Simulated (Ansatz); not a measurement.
# Ge (P4_32_12) in Ansatz: single point with HSE06

Aim: the single point of Ge with HSE06.

Everything below comes from runs of Ansatz 0.2.0. Logs are shortened: lines on timing, memory, paths and dates and some standing lists are left out, and cuts for length are marked.

## (1) The crystal as given

Symmetry: P4_32_12, No. 96, tetragonal system. The conventional cell has a = 5.930 Å, b = 5.930 Å, c = 6.980 Å, α = 90.00°, β = 90.00°, γ = 90.00°. Ge (site symmetry 1) is surrounded by 4 Ge at 2.44 to 2.55 Å. Ge (site symmetry 2) has 4 Ge at 2.44 to 2.55 Å as nearest neighbours.

This isn't the form of Ge at room conditions, which is diamond.

## (2) Single point, HSE06

input

```
crystal:
  lattice:
    - [5.93, 0.0, 0.0]
    - [0.0, 5.93, 0.0]
    - [0.0, 0.0, 6.98]
  atoms:
    - { symbol: Ge, position: [0.375, 0.1667, 0.75] }
    - { symbol: Ge, position: [0.3333, 0.875, 0.5] }
    - { symbol: Ge, position: [0.625, 0.8333, 0.25] }
    - { symbol: Ge, position: [0.6667, 0.125, 0.0] }
    - { symbol: Ge, position: [0.875, 0.3333, 0.5] }
    - { symbol: Ge, position: [0.8333, 0.625, 0.75] }
    - { symbol: Ge, position: [0.125, 0.6667, 0.0] }
    - { symbol: Ge, position: [0.1667, 0.375, 0.25] }
    - { symbol: Ge, position: [0.575, 0.425, 0.25] }
    - { symbol: Ge, position: [0.925, 0.925, 0.5] }
    - { symbol: Ge, position: [0.425, 0.575, 0.75] }
    - { symbol: Ge, position: [0.075, 0.075, 0.0] }
hamiltonian:
  xc: hse06
  pseudopotentials: { kind: paw }
kpoints:
  mp_grid: { grid: [4, 4, 4] }
scf:
  occupations: { method: fermi_dirac, width: 0.05 }
output:
  forces: true
  stress: true
  eigenvalues: true
```

Potentials or basis: Ansatz PAW.

Output:

```text
Warning: output.stress: scf.convergence.dr2_threshold = 1e-7 eV (the SCF's general default) is looser than the 1.2e-9 eV advised for a printed stress (1e-10 eV for each atom of the cell: 12). What an SCF threshold leaves in a stress goes as its square root, and in the free energy as the threshold itself, and one threshold admits the most on a small cell: of the crystals measured, under no hybrid functional and no lock of the moments, on runs that ended without the residual-converged pass, on stresses that held no estimate of that error, the worst erred by over 100 MPa in a component at 1e-7 eV an atom and by under 5 at 1e-10. Set scf.convergence.dr2_threshold to 1.2e-9 eV or tighter. The threshold is an SCF's pass mark: one that does not reach it within its budget of iterations ends unconverged, or closes short of it on a stop that the run arms, and scf.convergence.dr2_threshold's page says what that costs each kind of run
Warning: output.stress: scf.exx.energy_threshold = 1e-6 eV is looser than the 1.2e-7 eV advised for a stress under a hybrid functional (1e-8 eV for each atom of the cell: 12). Every SCF of the exchange loop can meet its threshold on dr2 while the loop round them stops early: no threshold on dr2 bounds what that leaves in the stress. Set scf.exx.energy_threshold to 1.2e-7 eV or tighter. The threshold is the loop's pass mark: a loop that does not reach it within its budget of cycles ends unconverged, and scf.exx.energy_threshold's page has the law
GPUs: using 1 of 1 available (devices: 1).
Engine: ansatz 0.2.0, x86_64-unknown-linux-gnu
Pseudopotentials: kind: paw
Pseudopotential: Ge, paw, valence charge 14, recommended cutoff 420 eV (normal), Ge.paw.azcp
Functional definition: HSE06
  parameter a = 0.25
  parameter omega = 0.11/bohr
  exchange = pbe_x - a*pbe_x_sr(omega) + a*exact_x_sr(omega)
  correlation = pbe_c
device memory: the entry about to start is reckoned to put 3.3 GiB on a device that reports 37.6 GiB free (of which the cap on the GPU budget leaves the run 18.0 GiB)
GPU FFT provider: cuFFT
GPU libraries: cuBLAS 13.8.2, cuFFT 12.4.0, cuSOLVER 12.3.4
Crystal: 12 atoms, lattice volume = 245.451 Å³
Basis set: ecut = 420 eV, 4783 PW (Γ), exchange–correlation on 80×80×96 points (8 copies of the dense FFT grid, shifted against one another)
Bands: 101, of which v1, the nominal top of the filled ones, is band 84 counted from 1 (83 counted from 0)
Symmetry: 8 space group operations
Space group: P43212 (ITA 96), of the structure as read, at distance tolerance 6.3e-5 Å
k-points: 18 of 64
Non-local potential: Ge, projectors of the file, l = 0: 2, l = 1: 2, l = 2: 3, l = 3: 1
PAW form: soft (Blöchl's): semilocal exchange-correlation on the pseudo side does not see the compensation charge
PAW frozen core: Ge, regenerated for the run's functional, and the local potential with it (the file was generated under x = pbe(κ = 0.804, μ = 0.2195149727645171), c = pbe(β = 0.06672455060314922))
PAW one-centre angular grid: Ge, 590 points (default); XC on 64 Gauss nodes
Initial density: superposition of atomic densities (neutral atoms: chi_scale 0, normalization atom), corrected by the library's trained network
Initial wavefunctions: pseudopotential atomic-orbital guess
GPU buffer pool allocated for 76800 grid points (all kernels)
GPU transforms: local potential and band sums: pruned to the plane-wave sphere, on 40×40×48
[... 59 lines left out ...]
hybrid SCF converged: 3 outer / 14 inner (+4 warm-up), last move |dexx| = 1.30e-9 eV, tail = 1.48e-9 eV
Stability not checked: this state was not tested for a lower state beside it, because the functional holds exact exchange (a hybrid, or Hartree-Fock), whose exchange loop this test does not read (fock_operator; see scf.lower_state_search)
Free energy (F): -51548.090446 eV
Frozen-core exchange: fock
Harris-Foulkes:  -51548.090446 eV  (|F-HF|=1.38e-10)
Internal energy: -51548.090446 eV  (E = F + TS)
E sigma→0 (E₀):  -51548.090446 eV
Entropy (-TS):   -0.000000 eV (-0.000 meV/atom)
Fermi energy:    9.636561 eV
--- Per-component energies (eV) ---
  E_band       = -2034.995358
  E_kinetic    = 1324.886112
  E_local      = -27855.063213  (includes V_loc(G=0)·N_el)
  E_nonlocal   = 5027.548476
  E_hartree    = 12240.899989
  E_xc         = -730.909122
  E_vxc        = -623.991682  (∫ρ·V_xc dr)
  E_exx        = -653.359796  (= α·E_x^exact, valence–valence)
  E_paw        = -23768.284911  (= ΣΔE_a)
  E_vpaw       = -3083.458250  (= ΣTr[D̂ρ^β])
  E_aug_tail   = 0.003718  (compensation charges beyond the density's cutoff)
  E_ewald      = -17129.427215
  E_core_change = -4.384484  (= ΣΔE_core)
  E_smearing   = -0.000000  (= −TS)
  E_closure    = -0.000001  (closes the sum)
  Σ components = -51548.090446   (vs F -51548.090446, Δ=7.28e-12)
--- Forces (eV/Å), atoms counted from 1 ---
  atom   1  Ge    -0.36838547    -0.23086224     0.25158305
  atom   2  Ge     0.23086224    -0.36838547     0.25158305
  atom   3  Ge     0.36838547     0.23086224     0.25158305
  atom   4  Ge    -0.23086224     0.36838547     0.25158305
  atom   5  Ge    -0.36838547     0.23086224    -0.25158305
  atom   6  Ge     0.23086224     0.36838547    -0.25158305
  atom   7  Ge     0.36838547    -0.23086224    -0.25158305
  atom   8  Ge    -0.23086224    -0.36838547    -0.25158305
  atom   9  Ge     0.71185138    -0.71185138    -0.00000000
  atom  10  Ge    -0.71185138    -0.71185138     0.00000000
  atom  11  Ge    -0.71185138     0.71185138     0.00000000
  atom  12  Ge     0.71185138     0.71185138    -0.00000000
  max |Σ_I F_I| component: 4.44e-16 eV/Å
--- Stress (GPa, compression-positive) ---
        1.361419       0.000000       0.000000
        0.000000       1.361419      -0.000000
        0.000000      -0.000000       0.435086
  P = ⅓ Tr σ = 1.0526 GPa (10.526 kbar)
--- Band table (eV; the first three rows and the last of 18) ---
  k-point 0: bands = ["-18.5455", "-18.5223", "-18.5223", "-18.5041", "-18.5019", "-18.5002", "-18.5002", "-18.4795", "-18.4699", "-18.4699", "-18.4643", "-18.4621", "-18.4620", "-18.4408", "-18.4123", "-18.4098", "-18.4098", "-18.4029", "-18.3952", "-18.3952", "-18.3899", "-18.3882", "-18.3869", "-18.3869", "-18.3693", "-18.3657", "-18.3559", "-18.3559", "-18.3424", "-18.3370", "-18.3370", "-18.3158", "-18.3084", "-18.3084", "-18.3078", "-18.3040", "-18.3002", "-18.3002", "-18.2901", "-18.2842", "-18.2831", "-18.2613", "-18.2576", "-18.2576", "-18.2412", "-18.2412", "-18.2223", "-18.2223", "-18.2122", "-18.2111", "-18.2094", "-18.2067", "-18.2008", "-18.2008", "-18.1911", "-18.1843", "-18.1759", "-18.1466", "-18.1466", "-18.1461", "-4.9050", "-2.1237", "-2.1237", "-1.3157", "-0.6268", "-0.5253", "-0.5253", "2.2219", "2.5297", "2.5297", "3.0512", "3.2054", "4.7659", "4.9196", "4.9196", "5.4053", "5.4686", "5.8273", "5.8273", "6.8533", "8.0309", "8.0327", "8.0327", "8.8957", "10.9939", "10.9939", "11.0390", "11.9665", "13.0386", "13.5039", "13.7337", "13.7480", "14.2682", "14.2682", "14.6239", "14.6239", "15.5169", "16.0612", "16.4553", "16.6205", "16.6205"]
  k-point 1: bands = ["-18.5453", "-18.5339", "-18.5121", "-18.5036", "-18.5028", "-18.5021", "-18.4949", "-18.4847", "-18.4735", "-18.4672", "-18.4657", "-18.4657", "-18.4491", "-18.4332", "-18.4129", "-18.4117", "-18.4104", "-18.4037", "-18.4001", "-18.3962", "-18.3943", "-18.3873", "-18.3841", "-18.3833", "-18.3723", "-18.3620", "-18.3582", "-18.3551", "-18.3454", "-18.3411", "-18.3294", "-18.3257", "-18.3176", "-18.3133", "-18.3025", "-18.3017", "-18.2980", "-18.2937", "-18.2887", "-18.2845", "-18.2803", "-18.2687", "-18.2597", "-18.2488", "-18.2411", "-18.2359", "-18.2277", "-18.2183", "-18.2169", "-18.2129", "-18.2117", "-18.2024", "-18.2002", "-18.1981", "-18.1957", "-18.1860", "-18.1691", "-18.1512", "-18.1461", "-18.1448", "-4.7165", "-3.2622", "-1.2515", "-1.0219", "-0.8742", "-0.5269", "0.0591", "1.4975", "2.0143", "3.0458", "3.0928", "3.1462", "4.0108", "4.2661", "5.7050", "5.9271", "6.1861", "6.3429", "6.3689", "6.6711", "7.6321", "7.9905", "8.0538", "8.1321", "11.3610", "11.5192", "11.6895", "11.9683", "12.1706", "12.1939", "12.5425", "12.7164", "13.9113", "14.6569", "15.2891", "15.4214", "15.9285", "15.9911", "16.2395", "16.3431", "16.5457"]
  k-point 2: bands = ["-18.5422", "-18.5422", "-18.5052", "-18.5052", "-18.5032", "-18.5032", "-18.4896", "-18.4896", "-18.4725", "-18.4725", "-18.4661", "-18.4661", "-18.4259", "-18.4259", "-18.4214", "-18.4214", "-18.4055", "-18.4055", "-18.4047", "-18.4047", "-18.3928", "-18.3928", "-18.3778", "-18.3778", "-18.3687", "-18.3687", "-18.3517", "-18.3517", "-18.3458", "-18.3458", "-18.3320", "-18.3320", "-18.3215", "-18.3215", "-18.3005", "-18.3005", "-18.2892", "-18.2892", "-18.2885", "-18.2885", "-18.2755", "-18.2755", "-18.2549", "-18.2549", "-18.2278", "-18.2278", "-18.2274", "-18.2274", "-18.2224", "-18.2224", "-18.2026", "-18.2026", "-18.1999", "-18.1999", "-18.1917", "-18.1917", "-18.1590", "-18.1590", "-18.1453", "-18.1453", "-4.1586", "-4.1586", "-1.0924", "-1.0924", "-0.4379", "-0.4379", "0.6309", "0.6309", "2.4060", "2.4060", "3.0855", "3.0855", "3.9430", "3.9430", "5.9993", "5.9993", "6.5708", "6.5708", "6.9464", "6.9464", "7.7302", "7.7302", "8.3024", "8.3024", "10.3796", "10.3796", "10.9856", "10.9856", "13.1461", "13.1461", "13.2523", "13.2523", "13.9390", "13.9390", "14.3444", "14.3444", "15.8148", "15.8148", "15.8415", "15.8415", "17.2969"]
  k-point 17: bands = ["-18.5271", "-18.5271", "-18.5271", "-18.5271", "-18.4933", "-18.4933", "-18.4933", "-18.4933", "-18.4508", "-18.4508", "-18.4508", "-18.4508", "-18.4422", "-18.4422", "-18.4422", "-18.4422", "-18.4024", "-18.4024", "-18.4024", "-18.4024", "-18.3830", "-18.3830", "-18.3830", "-18.3830", "-18.3564", "-18.3564", "-18.3564", "-18.3564", "-18.3283", "-18.3283", "-18.3283", "-18.3283", "-18.3047", "-18.3047", "-18.3047", "-18.3047", "-18.2785", "-18.2785", "-18.2785", "-18.2785", "-18.2612", "-18.2612", "-18.2612", "-18.2612", "-18.2476", "-18.2476", "-18.2476", "-18.2476", "-18.2193", "-18.2193", "-18.2193", "-18.2193", "-18.1984", "-18.1984", "-18.1984", "-18.1984", "-18.1628", "-18.1628", "-18.1628", "-18.1628", "-2.5234", "-2.5234", "-2.5234", "-2.5234", "-1.3298", "-1.3298", "-1.3298", "-1.3298", "4.1039", "4.1039", "4.1039", "4.1039", "6.0034", "6.0034", "6.0034", "6.0034", "7.4443", "7.4443", "7.4443", "7.4443", "7.8173", "7.8173", "7.8173", "7.8173", "10.7332", "10.7332", "10.7332", "10.7332", "11.6512", "11.6512", "11.6512", "11.6512", "13.8906", "13.8906", "13.8906", "13.8906", "15.2852", "15.2852", "15.2852", "15.2852", "16.1995"]
```

Run time: 2 min. Hardware: 1 × NVIDIA H100 80GB HBM3 with 2 threads of AMD EPYC 7R13 (Zen 3), shared host; peak memory 4.7 GiB.

What came out:

```yaml
Free_energy: -51548.0904 eV
Pressure: 1.1 GPa
Largest_force: 1.007 eV/Å
Band_gap_on_the_k_mesh: 1.38 eV, indirect (least direct gap 1.52 eV)
```

Forces on the atoms (eV/Å):
```
Ge  -0.368 -0.231  0.252
Ge   0.231 -0.368  0.252
Ge   0.368  0.231  0.252
Ge  -0.231  0.368  0.252
Ge  -0.368  0.231 -0.252
Ge   0.231  0.368 -0.252
Ge   0.368 -0.231 -0.252
Ge  -0.231 -0.368 -0.252
Ge   0.712 -0.712  0.000
Ge  -0.712 -0.712  0.000
Ge  -0.712  0.712  0.000
Ge   0.712  0.712  0.000
```

Caveat: the PAW data sets come from PBE, with cores solved anew for the run's functional, which leaves a small shift of forces and pressure; forces of over 1 eV/Å show positions far from the minimum, so gaps and moduli don't describe the material at rest; the thresholds are loose for stress.
